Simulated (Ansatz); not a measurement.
**InSe (C2/m), work and stress of cleavage**

Computed with DFT PBEsol, scalar-relativistic, plane waves, PAW (Ansatz). Cutoff 420 eV, Γ-centred 5×7×3 k-points, Gaussian smearing of 0.05 eV. No spin polarisation. Energies are free energies at this smearing, counted from the undisturbed cell; pressure is positive in compression.

The starting cell (relaxed at this level; this form isn't the usual structure):

```
CELL_PARAMETERS angstrom
-4.26981 2.05527 -4.26680
0.00000 4.11055 0.00000
9.08516 -2.05527 -8.54948
ATOMIC_POSITIONS crystal
In 0.47591 0.88580 0.91422
In 0.14258 0.88580 0.58088
In 0.80925 0.88580 0.24755
In 0.19075 0.11420 0.08585
In 0.85742 0.11420 0.75252
In 0.52409 0.11420 0.41918
Se 0.58121 0.65472 0.55735
Se 0.24788 0.65472 0.22402
Se 0.91454 0.65472 0.89069
Se 0.08546 0.34528 0.44271
Se 0.75212 0.34528 0.10938
Se 0.41879 0.34528 0.77605
```

The cut lies on the cell's a–b face, a (2 0 -1) plane (indices in the standard cell, whose axes needn't be the Cartesian ones shown) of area 24.81 Å², between layers 2.14 Å apart. Vector c is lengthened by d along the normal with the atoms' Cartesian places fixed: one unrelaxed cut a cell. The traction is positive where the two halves pull on each other.

| d (Å) | energy (J/m²) | traction (GPa) |
| --- | --- | --- |
| 0.00 | 0.00 | 0.01 |
| 0.50 | 0.22 | 7.04 |
| 1.00 | 0.60 | 7.44 |
| 2.00 | 1.17 | 3.91 |
| 3.00 | 1.41 | 1.11 |
| 6.00 | 1.47 | 0.00 |

Problem. What are the work of separation and the cleavage stress, and do they fit the universal binding curve?

Solution. The energy levels off near W ≈ 1.47 J/m² (the traction is down to 0.00 GPa), the energy of the two unrelaxed faces, 0.74 J/m² each on average. The largest sampled traction is 7.44 GPa at d = 1.00 Å, and a parabola through it and its two neighbours peaks at σ_max ≈ 7.48 GPa, d ≈ 0.89 Å. The curve E = W[1 − (1 + d/ℓ)exp(−d/ℓ)] peaks in traction at d = ℓ with σ_max = W/(eℓ); with 1 J/m² per Å = 10 GPa this W and σ_max give ℓ = 0.72 Å. A parabola through that curve at the same three d peaks at 0.75 Å, against 0.89 Å here, a fair fit. The opened faces are metallic here, and spin polarisation, left out, could lower W. Real crystals break at far lower stress, because cracks concentrate it, and on the plane of lowest W, which needn't be this one.

The cut is rigid; relaxing the faces lowers these energies and usually the stresses.

The gap closes along the scan, which can put kinks into the curve.